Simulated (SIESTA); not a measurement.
Set up this calculation in SIESTA 5.4.2, as the native input.

```
Task                : single point
Functional          : PBE
Potentials or basis : PseudoDojo 0.4 standard (PBE files)
Basis               : DZP (energy shift 0.003 Ry; two zetas on semicore shells)
Grid cutoff         : 800 Ry
Energy shift        : 0.003 Ry
k mesh              : 9 × 9 × 9
Occupations         : fermi-dirac, width 0.05 eV
Spin                : no spin polarisation
```

Y:

```xyz
1
Lattice="0.0000 2.5520 2.5520 2.5520 0.0000 2.5520 2.5520 2.5520 0.0000" Properties=species:S:1:pos:R:3 pbc="T T T"
Y     0.0000    0.0000    0.0000
```

This isn't the form of Y at room conditions, which is hcp.

One way to write it, as run:

Y.fdf

```
SystemName                      Y
SystemLabel                     Y
NumberOfSpecies                 1
NumberOfAtoms                   1
%block ChemicalSpeciesLabel
  1  39 Y
%endblock ChemicalSpeciesLabel

LatticeConstant                 1.0 Ang
%block LatticeVectors
     0.0000000000     2.5519910612     2.5519910612
     2.5519910612     0.0000000000     2.5519910612
     2.5519910612     2.5519910612     0.0000000000
%endblock LatticeVectors
AtomicCoordinatesFormat         Fractional
%block AtomicCoordinatesAndAtomicSpecies
     0.0000000000     0.0000000000     0.0000000000  1  Y
%endblock AtomicCoordinatesAndAtomicSpecies

%block kgrid.MonkhorstPack
    9   0   0  0.0
    0   9   0  0.0
    0   0   9  0.0
%endblock kgrid.MonkhorstPack
XC.Functional                   GGA
XC.Authors                      PBE
PAO.BasisSize                   DZP
PAO.EnergyShift                 0.003 Ry
Mesh.Cutoff                     800 Ry
OccupationFunction              FD
ElectronicTemperature           0.05 eV
MaxSCFIterations                120
SCF.MustConverge                false
SCF.Mixer.Method                Pulay
SCF.Mixer.Weight                0.25
SCF.Mixer.History               8
SCF.DM.Tolerance                5.0e-05
SCF.H.Tolerance                 1.0e-03 eV
WriteForces                     true
Charge.Mulliken                 end
Charge.Hirshfeld                end
Charge.Voronoi                  end
SaveRho                         true
SaveElectrostaticPotential      true
%block PAO.Basis
  Y 5
  n=4 0 2
    3.677 0.000
  n=5 0 2
    9.467 0.000
  n=4 1 2
    4.308 0.000
  n=5 1 1
    9.467
  n=4 2 2
    8.361 0.000
%endblock PAO.Basis
```

Potentials or basis: PseudoDojo 0.4 standard (PBE files), DZP (energy shift 0.003 Ry; two zetas on semicore shells).

The run is started by

```sh
$ siesta Y.fdf > Y.out 2>&1
```

It gave:

* Pressure: -0.7 GPa
* Band gap on the k mesh: none (metal or under the smearing width)

Caveat: the basis of atomic orbitals isn't converged, which shifts pressures, moduli and gaps.

It took 38 s on 1 thread of Arm Neoverse V1 (shared host), peak memory 0.29 GiB.
